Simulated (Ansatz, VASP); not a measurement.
# TaN in VASP and in Ansatz

```
CELL_PARAMETERS angstrom
3.13944 0.00000 0.00000
-1.56972 2.71884 0.00000
0.00000 0.00000 4.91800
ATOMIC_POSITIONS crystal
Ta 0.00000 0.00000 0.00000
Ta 0.00000 0.00000 0.50000
N 0.33333 0.66667 0.25000
N 0.66667 0.33333 0.75000
```

Change from the starting cell: equal xx and yy strain of +3 %, crystal datasets.

Alike in both runs: task electric field gradients; functional PBEsol; k mesh 9 × 9 × 5; occupations fermi-dirac, width 0.01 eV; no spin polarisation.

```csv
,VASP,Ansatz
version,VASP 6.6.1,Ansatz 0.2.0
potentials or method,"VASP PAW PBE potentials, release 64 (Ta_pv, N), cutoff 520 eV","all-electron PAW with datasets made for the crystal, scalar-relativistic"
```

Ansatz gave:

| Quantity | Value |
| --- | --- |
| pressure (GPa) | 24.3 |
| largest component of the traceless stress (GPa) | 50.16 |
| Vzz of the field gradient on the site that differs most (V/Å²) | -211.9 |

**Question.** Estimate VASP's values.

**Answer.** Pressure (GPa): 25.8; largest component of the traceless stress (GPa): 50.82; Vzz of the field gradient on the site that differs most (V/Å²): -178.4.

Ansatz ran all-electron here, so the differences hold the error of VASP's frozen core and of both bases. Ansatz warned: «gradients_without_spin_orbit».

Caveats: so large a pressure means that the cell lies far from this level's equilibrium, or that cutoff or potentials fall short (VASP); the potentials were made for another functional, which shifts forces and pressure (VASP). Spin-orbit coupling is left out, which matters for the levels of Ta.
